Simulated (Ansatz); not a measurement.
# CoO (Fm-3m) in Ansatz: further runs, part 2 of 2

Ansatz 0.2.0. The steps go on from the part before.

## Step 4: Relaxation of cell and atoms, PBEsol+D4, collinear spin, ferromagnetic start

input.yaml

```yaml
crystal:
  lattice:
    - [0.0, 2.1315, 2.1315]
    - [2.1315, 0.0, 2.1315]
    - [2.1315, 2.1315, 0.0]
  atoms:
    - { symbol: Co, position: [0.0, 0.0, 0.0], spin: 2.0 }
    - { symbol: O, position: [0.5, 0.5, 0.5] }
kpoints:
  mp_grid: { grid: [11, 11, 11] }
scf:
  occupations: { method: fermi_dirac, width: 0.05 }
hamiltonian:
  xc: pbesol
  dispersion: d4
  pseudopotentials: { kind: all_electron, lapw: { basis_error: 0.001 } }
magnetization:
  spin_polarized: true
output:
  forces: true
  stress: true
relax:
  f_tol: 0.005
  max_steps: 60
  cell: {}
```

Potentials or basis: all-electron LAPW, scalar-relativistic.

On the command line:

```bash
$ ansatz run input.yaml --threads 2 --pin off --max-ram 6144MiB --backend cpu --events-out ev --progress --plain --runs-dir out
```

Output:

```text
Warning: RAYON_NUM_THREADS=2 ignored (pool sized by the plan → 2); use --threads N
The last accepted step is kept in <dir> (removed where the run ends without a failure and the disk answers)
LAPW: plane waves up to 10.040 Å⁻¹, error target 1.0e-3 eV per atom; small_component_spin mean_spin; O in spheres of 0.936 Å, 8 of its electrons in bands, Dirac shells []; Co in spheres of 1.132 Å, 17 of its electrons in bands, Dirac shells [] (how accurate: hamiltonian.pseudopotentials.lapw.basis_error, Limitations)
Engine: ansatz 0.2.0, aarch64-unknown-linux-gnu
Pseudopotentials: kind: all_electron
Pseudopotential: Co, LAPW, valence charge 17, lapw/all_electron/scalar/gaussian/Co, Koelling and Harmon's equation, gaussian nucleus
Pseudopotential: O, LAPW, valence charge 8, lapw/all_electron/scalar/gaussian/O, Koelling and Harmon's equation, gaussian nucleus
Functional definition: PBEsol
  exchange = pbesol_x
  correlation = pbesol_c
Crystal: 2 atoms, lattice volume = 19.368 Å³
Basis set: ecut = 384.0905196673965 eV, 331 PW (Γ), exchange–correlation at level 2
Bands: 18, of which v1, the nominal top of the filled ones, is band 13 counted from 1 (12 counted from 0)
Symmetry: 48 space group operations
Space group: Fm-3m (ITA 225), of the structure as read, at distance tolerance 2.7e-5 Å
Magnetic group: BNS 225.116 (UNI 1618), of the structure as read, at distance tolerance 2.7e-5 Å
k-points: 56 of 1331
Non-local potential: Co, projectors of the file, none
Non-local potential: O, projectors of the file, none
Initial density: superposition of atomic densities (chi_scale 0.1, normalization cell, long waves kept (reshape's long-wave potential 0.00 eV rms))
Starting moments: Σ|m| = 2 μB on 1 of 2 sites
Initial wavefunctions: plane waves of lowest kinetic energy (no species holds an atomic orbital)
Functional: x = pbesol(κ = 0.804, μ = 0.12345679012345678), c = pbesol(β = 0.046)
iter 1 solved again at ethr=4.39e-3 eV; its pass at ethr=1.00e-1 eV (dr2=1.10e0 eV) is discarded
SCF iter   1: F=—  HF=-39925.094001 eV  |F-HF|=—  |Δ(HF+E_count)|=         —  Δρ=4.28e-2 (↑4.28e-2 ↓3.71e-2)  dr2=1.10e0  dr2_m=5.14e-2  M=2.405 μB ∫|m|=2.405 μB  β_m=0.30  ethr=4.39e-3  ⟨swp⟩=2.0  Hψ=13076  notcnv=0
Mixer restart at iter 1: flushing history
preconditioner: auto → none  [metal: Δε(μ)=0.004 eV  Ē_g=13.643 eV  σ=0.050 eV  W_gap=0.02  n_scr=8 (ndim 8)  ℏωp=32.7 eV  f_vac=0.000  D(μ)=5.24/eV (n_scr^D=112)  sad-step TF]
SCF iter   2: F=—  HF=-39924.806939 eV  |F-HF|=—  |Δ(HF+E_count)|=   2.87e-1  Δρ=2.39e-2 (↑2.39e-2 ↓1.62e-2)  dr2=2.48e-1  dr2_m=2.26e-2  M=2.384 μB ∫|m|=2.385 μB  β_m=0.42  ethr=4.38e-3  ⟨swp⟩=2.0  Hψ=6048  notcnv=0
SCF iter   3: F=—  HF=-39925.005699 eV  |F-HF|=—  |Δ(HF+E_count)|=         —  Δρ=2.68e-2 (↑2.65e-2 ↓2.68e-2)  dr2=1.05e-1  dr2_m=1.07e-1  M=2.920 μB ∫|m|=2.925 μB  β_m=0.42  ethr=9.92e-4  ⟨swp⟩=2.0  Hψ=6036  notcnv=0
Mixer restart at iter 3: flushing history
iter 4 solved again at ethr=3.17e-5 eV; its pass at ethr=4.21e-4 eV (dr2=7.93e-3 eV) is discarded
SCF iter   4: F=—  HF=-39924.977612 eV  |F-HF|=—  |Δ(HF+E_count)|=   2.81e-2  Δρ=1.45e-2 (↑1.45e-2 ↓1.23e-2)  dr2=7.92e-3  dr2_m=3.04e-2  M=2.884 μB ∫|m|=2.890 μB  β_m=0.64  ethr=3.17e-5  ⟨swp⟩=2.0  Hψ=9962  notcnv=0
SCF iter   5: F=—  HF=-39925.028154 eV  |F-HF|=—  |Δ(HF+E_count)|=   5.05e-2  Δρ=1.42e-2 (↑7.58e-3 ↓1.42e-2)  dr2=7.20e-2  dr2_m=8.78e-3  M=2.990 μB ∫|m|=3.003 μB  β_m=0.49  ethr=3.17e-5  ⟨swp⟩=3.0  Hψ=6850  notcnv=0
SCF iter   6: F=—  HF=-39924.970827 eV  |F-HF|=—  |Δ(HF+E_count)|=   5.73e-2  Δρ=1.10e-3 (↑1.05e-3 ↓1.10e-3)  dr2=2.19e-5  dr2_m=1.99e-4  M=2.950 μB ∫|m|=2.964 μB  β_m=0.52  ethr=3.17e-5  ⟨swp⟩=3.0  Hψ=6727  notcnv=0
SCF iter   7: F=—  HF=-39924.976109 eV  |F-HF|=—  |Δ(HF+E_count)|=         —  Δρ=3.37e-4 (↑1.57e-4 ↓3.37e-4)  dr2=2.89e-5  dr2_m=5.78e-6  M=2.953 μB ∫|m|=2.969 μB  β_m=0.76  ethr=8.78e-8  ⟨swp⟩=3.0  Hψ=6223  notcnv=0
[... 50 lines left out ...]
SCF iter   4: F=—  HF=-39925.036146 eV  |F-HF|=—  |Δ(HF+E_count)|=   4.83e-7  Δρ=1.35e-5 (↑1.35e-5 ↓1.14e-5)  dr2=2.22e-9  dr2_m=2.49e-8  M=2.761 μB ∫|m|=2.774 μB  β_m=0.61  ethr=2.24e-9  ⟨swp⟩=2.9  Hψ=5913  notcnv=0
SCF iter   5: F=—  HF=-39925.036147 eV  |F-HF|=—  |Δ(HF+E_count)|=   2.62e-7  Δρ=6.38e-6 (↑4.32e-6 ↓6.38e-6)  dr2=1.76e-9  dr2_m=4.39e-9  M=2.761 μB ∫|m|=2.774 μB  β_m=0.69  ethr=8.86e-12  ⟨swp⟩=3.0  Hψ=6410  notcnv=0
SCF iter   6: F=—  HF=-39925.036147 eV  |F-HF|=—  |Δ(HF+E_count)|=   1.57e-7  Δρ=4.45e-6 (↑3.26e-6 ↓4.45e-6)  dr2=1.87e-9  dr2_m=2.11e-9  M=2.761 μB ∫|m|=2.775 μB  β_m=0.76  ethr=7.05e-12  ⟨swp⟩=3.0  Hψ=6393  notcnv=0
SCF iter   7: F=-39925.036147 eV  HF=-39925.036147 eV  |F-HF|=1.54e-8  |Δ(HF+E_count)|=   3.60e-8  Δρ=5.58e-6 (↑2.26e-6 ↓5.58e-6)  dr2=6.08e-9  dr2_m=1.73e-9  M=2.761 μB ∫|m|=2.775 μB  ethr=7.05e-12  ⟨swp⟩=3.0  Hψ=6295  notcnv=0
SCF 4 converged in 7 iterations: F = -39925.036147 eV  dr2 = 6.08e-9
relax step   4: F+E_penalty+E_count = -39925.03614692 eV  Δ(F+E_penalty+E_count) = -1.552e-4 eV  max|allowed force component| = 8.217e-31 eV/Å  Δτ_max = 0.0000 Å  P = +0.013 GPa  Ω = 17.936 Å³  (7 SCF iters, accepted)
iter 1 solved again at ethr=1.13e-12 eV; its pass at ethr=1.00e-1 eV (dr2=2.82e-10 eV) is discarded
SCF iter   1: F=—  HF=-39925.036147 eV  |F-HF|=—  |Δ(HF+E_count)|=         —  Δρ=1.39e-6 (↑4.02e-7 ↓1.39e-6)  dr2=2.82e-10  dr2_m=1.10e-10  M=2.761 μB ∫|m|=2.775 μB  β_m=0.65  ethr=6.09e-12 (applied; sched 1.13e-12)  ⟨swp⟩=5.0  Hψ=10031  notcnv=0
preconditioner: auto → none  [metal: Δε(μ)=0.013 eV  Ē_g=14.296 eV  σ=0.050 eV  W_gap=0.07  n_scr=0 (ndim 8)  ℏωp=34.0 eV  f_vac=0.000  D(μ)=3.89/eV (n_scr^D=64)]
iter 2 solved again at ethr=1.00e-12 eV; its pass at ethr=1.13e-12 eV (dr2=1.31e-11 eV) is discarded
SCF iter   2: F=—  HF=-39925.036147 eV  |F-HF|=—  |Δ(HF+E_count)|=   3.14e-9  Δρ=1.03e-6 (↑8.18e-7 ↓1.03e-6)  dr2=1.30e-11  dr2_m=1.39e-10  M=2.761 μB ∫|m|=2.775 μB  β_m=0.65  ethr=3.91e-12 (applied; sched 1.00e-12)  ⟨swp⟩=2.0  Hψ=9534  notcnv=0
SCF iter   3: F=-39925.036147 eV  HF=-39925.036147 eV  |F-HF|=2.13e-9  |Δ(HF+E_count)|=   1.61e-9  Δρ=2.47e-6 (↑1.12e-6 ↓2.47e-6)  dr2=9.74e-10  dr2_m=4.06e-10  M=2.761 μB ∫|m|=2.775 μB  ethr=5.44e-12 (applied; sched 1.00e-12)  ⟨swp⟩=2.0  Hψ=5504  notcnv=0
SCF 5 converged in 3 iterations: F = -39925.036147 eV  dr2 = 9.74e-10
relax step   5: F+E_penalty+E_count = -39925.03614699 eV  Δ(F+E_penalty+E_count) = -6.950e-8 eV  max|allowed force component| = 9.203e-31 eV/Å  Δτ_max = 0.0000 Å  P = +0.013 GPa  Ω = 17.936 Å³  stress off target by 1.33e-2 GPa  SCF on the basis re-selected at this cell (its energy is not comparable with the rows above)  (3 SCF iters)
basis re-selected at this cell: Δ(F+E_penalty+E_count) = -6.950e-8 eV, ΔP = +0.000 GPa vs the last step (what re-selecting the basis moved, after the strain that the cell walked since its last selection, with what the two solves' SCF thresholds leave and, on support functions, any second-order correction that the steps lacked; it is no measure of the basis error at this ecutwfc). This SCF's stress stands 1.33e-2 GPa from its target on what of the cell is left free (relax.cell.stress_tol is 5.00e-2 GPa) and its largest allowed force component is 9.20e-31 eV/Å (relax.f_tol is 5.00e-3 eV/Å): within both
SCF converged after 3 iterations
Magnetization: 2.7614 μB (13.8807 up, 11.1193 down)
Absolute magnetization: 2.7747 μB (∫|ρ↑−ρ↓|)
Spin contamination: 0.0099 ħ² per cell (⟨S²⟩ above its minimum at these occupations)
Per-site moments (μB) at R_I (Å): [(2.4348498972505777, 1.1030690317296343), (0.29145763514958656, 0.9122253462020387)]
Free energy (F): -39925.036147 eV
Harris-Foulkes:  -39925.036147 eV  (|F-HF|=2.13e-9)
Internal energy: -39925.003718 eV  (E = F + TS)
E sigma→0 (E₀):  -39925.019932 eV
Entropy (-TS):   -0.032429 eV (-16.215 meV/atom)
Fermi energy:    15.599988 eV
--- Per-component energies (eV) ---
  E_band       = -1249.002503
  E_kinetic    = 40480.291798
  E_xc         = -1817.301759
  E_electrostatic = -78587.661357  (all electrons and nuclei)
  E_disp       = -0.332401  (pairwise vdW)
  E_smearing   = -0.032429  (= −TS)
  E_closure    = 0.000000  (closes the sum)
  E_atoms      = -39909.458948  (free atoms, spherical and without spin; not in F)
  Σ components = -39925.036147   (vs F -39925.036147, Δ=0.00e0)
  Basis errors (estimates in eV, not in F): energy 3.8e-4 per atom: plane waves 3.5e-4 (2.0e-4 summed), levels above the bands 1.7e-119, relativity 3.2e-8, radial functions 3.6e-5, core shells 4.0e-8; eigenvalues (radial functions only) 3.6e-5; not estimated: angular momenta, meshes, grids; target (lapw.basis_error) 1.0e-3; muffin-tin radii O 0.912 Å, Co 1.103 Å
--- Forces (eV/Å), atoms counted from 1 ---
  atom   1  Co    -0.00000000    -0.00000000    -0.00000000
  atom   2  O      0.00000000    -0.00000000    -0.00000000
  max |Σ_I F_I| component: 1.58e-30 eV/Å
--- Stress (GPa, compression-positive) ---
        0.013340       0.000000      -0.000000
        0.000000       0.013340       0.000000
       -0.000000       0.000000       0.013340
  P = ⅓ Tr σ = 0.0133 GPa (0.133 kbar)
--- Relaxed structure (4 steps of the walk, 4 accepted, 1 SCFs on fresh bases) ---
  F+E_penalty+E_count = -39925.03614699 eV   max|allowed force component| = 9.203e-31 eV/Å   (the final SCF, on the basis selected at the relaxed cell)
  cell:  # Å, volume = 17.9362 Å³
    - [4.203681927138862e-34, 2.0776231009916493, 2.0776231009916493]
    - [2.0776231009916493, 2.396417159221207e-34, 2.0776231009916493]
    - [2.0776231009916493, 2.0776231009916493, 9.474207373665237e-35]
  atoms:
    - { symbol: Co, position: [1.882408656275286e-36, -9.412043281295408e-36, -2.8236129844093288e-36] }
    - { symbol: O, position: [0.5, 0.5, 0.5] }
```

It took 51 s on 2 threads of Arm Neoverse V1, shared host; peak memory 0.45 GiB.

Results:

* Free energy: -39925.0361 eV
* Relaxed volume: 8.97 Å³/atom
* Relaxed cell: a = 2.938 Å, b = 2.938 Å, c = 2.938 Å, α = 60.00°, β = 60.00°, γ = 60.00°
* Space group after relaxing (to 0.05 Å): Fm-3m (No. 225)
* Energy gained by relaxing: 29.9 meV/atom
* Ionic steps: 5
* Pressure after relaxing: 0.0 GPa
* Net moment: 2.76 μB per cell
* Absolute moment: 2.77 μB per cell
* Site moments: Co +2.43; O +0.29 μB

Step by step:
| step | energy change (eV) | largest force (eV/Å) | volume (Å³) |
| --- | --- | --- | --- |
| 1 | 0.0000 | 0.0000 | 19.37 |
| 2 | -0.0444 | 0.0000 | 18.65 |
| 3 | -0.0597 | 0.0000 | 17.87 |
| 4 | -0.0598 | 0.0000 | 17.94 |
| 5 | -0.0598 | 0.0000 | 17.94 |

Final structure:
```
Co O
1.0
     0.00000    2.07762    2.07762
     2.07762    0.00000    2.07762
     2.07762    2.07762    0.00000
Co O
1 1
Direct
  0.00000 0.00000 0.00000
  0.50000 0.50000 0.50000
```

Caveat: a cell with one magnetic atom can't hold antiferromagnetic order, which such compounds often take.

## Step 5: Relaxation of cell and atoms, revPBE, collinear spin, ferromagnetic start

input.yaml, as its differences from that of step 4:

```diff
@@ -13,4 +13,3 @@
 hamiltonian:
-  xc: pbesol
-  dispersion: d4
+  xc: revpbe
   pseudopotentials: { kind: all_electron, lapw: { basis_error: 0.001 } }
@@ -22,3 +21,3 @@
 relax:
-  f_tol: 0.005
+  f_tol: 0.02
   max_steps: 60
```

On the command line:

```bash
$ ansatz run input.yaml --threads 2 --pin off --max-ram 6144MiB --backend cpu --events-out ev --progress --plain --runs-dir out
```

Run time: 35 s. Hardware: 2 threads of Arm Neoverse V1, shared host; peak memory 0.43 GiB.

Results (log left out):

- Free energy: -39969.2872 eV
- Relaxed volume: 9.83 Å³/atom
- Relaxed cell: a = 3.029 Å, b = 3.029 Å, c = 3.029 Å, α = 60.00°, β = 60.00°, γ = 60.00°
- Space group after relaxing (to 0.05 Å): Fm-3m (No. 225)
- Energy gained by relaxing: 1.1 meV/atom
- Ionic steps: 4
- Pressure after relaxing: 0.0 GPa
- Net moment: 2.97 μB per cell
- Absolute moment: 2.99 μB per cell
- Site moments: Co +2.62; O +0.32 μB

Step by step:
```tsv
step	energy change (eV)	largest force (eV/Å)	volume (Å³)
1	0.0000	0.0000	19.37
2	-0.0017	0.0000	19.51
3	-0.0023	0.0000	19.66
4	-0.0023	0.0000	19.66
```

Final structure:
```xyz
2
Lattice="0.0000 2.1421 2.1421 2.1421 0.0000 2.1421 2.1421 2.1421 0.0000" Properties=species:S:1:pos:R:3 pbc="T T T"
Co    0.0000    0.0000    0.0000
O     2.1421    2.1421    2.1421
```

Caveat: a cell with one magnetic atom can't hold antiferromagnetic order, which such compounds often take. revPBE gives volumes clearly too large for solids.

## Step 6: Relaxation of cell and atoms, PBEsol, collinear spin, ferromagnetic start

input.yaml, as its differences from that of step 5:

```diff
@@ -13,3 +13,3 @@
 hamiltonian:
-  xc: revpbe
+  xc: pbesol
   pseudopotentials: { kind: all_electron, lapw: { basis_error: 0.001 } }
@@ -21,3 +21,3 @@
 relax:
-  f_tol: 0.02
+  f_tol: 0.01
   max_steps: 60
```

Potentials or basis: all-electron LAPW, scalar-relativistic.

On the command line:

```bash
$ ansatz run input.yaml --threads 2 --pin off --max-ram 6144MiB --backend cpu --events-out ev --progress --plain --runs-dir out
```

It took 36 s on 2 threads of Arm Neoverse V2, shared host; peak memory 0.45 GiB.

Results (log left out):

```
Free energy                            : -39924.7052 eV
Relaxed volume                         : 9.07 Å³/atom
Relaxed cell                           : a = 2.950 Å, b = 2.950 Å, c = 2.950 Å, α = 60.00°, β = 60.00°, γ = 60.00°
Space group after relaxing (to 0.05 Å) : Fm-3m (No. 225)
Energy gained by relaxing              : 21.7 meV/atom
Ionic steps                            : 5
Pressure after relaxing                : 0.0 GPa
Net moment                             : 2.80 μB per cell
Absolute moment                        : 2.82 μB per cell
Site moments                           : Co +2.47; O +0.30 μB
```

The path:
```csv
step,energy change (eV),largest force (eV/Å),volume (Å³)
1,0.0000,0.0000,19.37
2,-0.0323,0.0000,18.75
3,-0.0434,0.0000,18.09
4,-0.0435,0.0000,18.15
5,-0.0435,0.0000,18.15
```

Final structure:
```xyz
2
Lattice="0.0000 2.0858 2.0858 2.0858 0.0000 2.0858 2.0858 2.0858 0.0000" Properties=species:S:1:pos:R:3 pbc="T T T"
Co    0.0000    0.0000    0.0000
O     2.0858    2.0858    2.0858
```

Caveat: a cell with one magnetic atom can't hold antiferromagnetic order, which such compounds often take.

## Step 7: Summary

| task | level | cell | cutoff (eV) | smearing | gap on the mesh (eV) | pressure (GPa) | moment (μB) | relaxed volume (Å³/atom) |
| --- | --- | --- | --- | --- | --- | --- | --- | --- |
| single point | PBE | as given | 360 | gaussian 0.024 eV | none | -1.7 | 2.98 | - |
| single point | PBE | as given | 360 | gaussian 0.013 eV | none | -1.6 | 2.98 | - |
| relaxation of cell and atoms | PBEsol+D4 | relaxed | - | fermi-dirac 0.05 eV | - | 0.0 | 2.76 | 8.97 |
| relaxation of cell and atoms | revPBE | relaxed | - | fermi-dirac 0.05 eV | - | 0.0 | 2.97 | 9.83 |
| relaxation of cell and atoms | PBEsol | relaxed | - | fermi-dirac 0.05 eV | - | 0.0 | 2.80 | 9.07 |

Alike in all rows: potentials or basis all-electron LAPW, scalar-relativistic; spin collinear, ferromagnetic start; k mesh 11 × 11 × 11; basis error allowed 0.001 eV/atom.

Caveats: a cell with one magnetic atom can't hold antiferromagnetic order, which such compounds often take; semilocal functionals often make such compounds metallic where correlation or magnetic order opens a gap, which also shifts bond lengths (some runs).

Compare energies only between runs with the same functional and basis.
